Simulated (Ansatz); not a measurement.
**AlN under changes of volume**

One of the cells (9.946 Å³/atom); the others are scaled copies at fixed shape and fractional positions:

```
Al N
1.0
     3.31212    0.00000    0.00000
    -1.65606    2.86838    0.00000
     0.00000    0.00000    4.18756
Al N
2 2
Direct
  0.66667 0.33333 0.25000
  0.33333 0.66667 0.75000
  0.66667 0.33333 0.75000
  0.33333 0.66667 0.25000
```

Measurements of this composition are mostly on another form, of space group No. 186.

| Quantity | Value |
| --- | --- |
| Program | Ansatz 0.2.0 |
| Functional | PBEsol |
| Potentials or basis | all-electron LAPW, scalar-relativistic |
| Cutoff | 338 eV (chosen from the basis error) |
| Basis error allowed | 0.002 eV/atom |
| k mesh | 9 × 9 × 7 |
| Occupations | fermi-dirac, width 0.05 eV |
| Spin | no spin polarisation |

| volume (Å³/atom) | energy over the lowest point (meV/atom) | pressure (GPa) | gap on the mesh (eV) |
| --- | --- | --- | --- |
| 9.349 | 13.60 | 10.6 | 3.64 |
| 9.548 | 3.75 | 5.4 | 3.49 |
| 9.747 | 0.00 | 0.7 | 3.33 |
| 9.946 | 1.76 | -3.5 | 3.18 |
| 10.145 | ? | ? | ? |
| 10.344 | 19.75 | -10.8 | 2.90 |
| 10.543 | 35.11 | -13.9 | 2.75 |

What does the run at 10.145 Å³/atom give?

Energy over the lowest point 8.52 meV/atom; pressure -7.3 GPa; gap on the mesh 3.04 eV.

Worked out: A Birch-Murnaghan fit of order 3 (a polynomial in V^(-2/3)) to the other rows has its minimum at 9.78 Å³/atom with B0 = V·E''(V) = 214 GPa and B' = 3.9 at fixed shape and positions, which overstates the stiffness. It gives 8.50 meV/atom at 10.145 Å³/atom, against the run's 8.52, and -dE/dV = -7.3 GPa, against -7.3. A straight line through the other rows of the gap, of slope -7.39 eV per unit of ln V (its deformation potential), gives 3.04 eV, against the run's 3.04.

Energies are extrapolated to zero smearing.

Caveats: an odd mesh through Γ misses points on the zone boundary, where band edges often lie (some runs).
